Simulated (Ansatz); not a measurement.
Space group P6_3/mmc (No. 194). a = 3.231 Å, b = 3.231 Å, c = 12.417 Å, α = 90.00°, β = 90.00°, γ = 120.00°
```
atom site symmetry x y z
   W    2d      -6m2  0.6667  0.3333  0.2500
  Se    4f       3m.  0.3333  0.6667  0.3853
```

Equation of state of this WSe2 structure (not necessarily the ground state), with shape and atoms relaxed at each volume where symmetry leaves them free. Method: DFT PBEsol+D3(BJ), scalar-relativistic, plane waves, PAW in Ansatz 0.2.0.

Plane waves to 420 eV, a k mesh through Γ of 12×12×4 on the computed 6-atom cell and Gaussian smearing (0.02 eV); no spin polarisation.

```json
{"V (Å³/atom)": "16.463", "E − E(largest V) (meV/atom)": "56.22", "P (GPa)": "14.30", "gap on mesh (eV)": "0.24"}
{"V (Å³/atom)": "17.025", "E − E(largest V) (meV/atom)": "14.98", "P (GPa)": "9.41", "gap on mesh (eV)": "0.37"}
{"V (Å³/atom)": "17.586", "E − E(largest V) (meV/atom)": "-10.83", "P (GPa)": "5.46", "gap on mesh (eV)": "0.49"}
{"V (Å³/atom)": "18.147", "E − E(largest V) (meV/atom)": "-24.29", "P (GPa)": "2.33", "gap on mesh (eV)": "0.60"}
{"V (Å³/atom)": "18.708", "E − E(largest V) (meV/atom)": "-28.13", "P (GPa)": "-0.03", "gap on mesh (eV)": "0.71"}
{"V (Å³/atom)": "19.270", "E − E(largest V) (meV/atom)": "-24.71", "P (GPa)": "-1.81", "gap on mesh (eV)": "0.81"}
{"V (Å³/atom)": "19.831", "E − E(largest V) (meV/atom)": "-16.17", "P (GPa)": "-2.99", "gap on mesh (eV)": "0.92"}
{"V (Å³/atom)": "20.579", "E − E(largest V) (meV/atom)": "0.00", "P (GPa)": "-3.81", "gap on mesh (eV)": "1.06"}
```

Question: Fit a third-order Birch–Murnaghan equation to E(V).

Answer: V0 = 18.71 Å³/atom, B0 = 67 GPa, B0' = 9.0.

Spin-orbit coupling is left out, which matters for the bands of heavy elements.

Cost: 8 runs of about 8.4 core-minutes in all, on Intel Xeon 6975P-C (Granite Rapids) (shared hosts).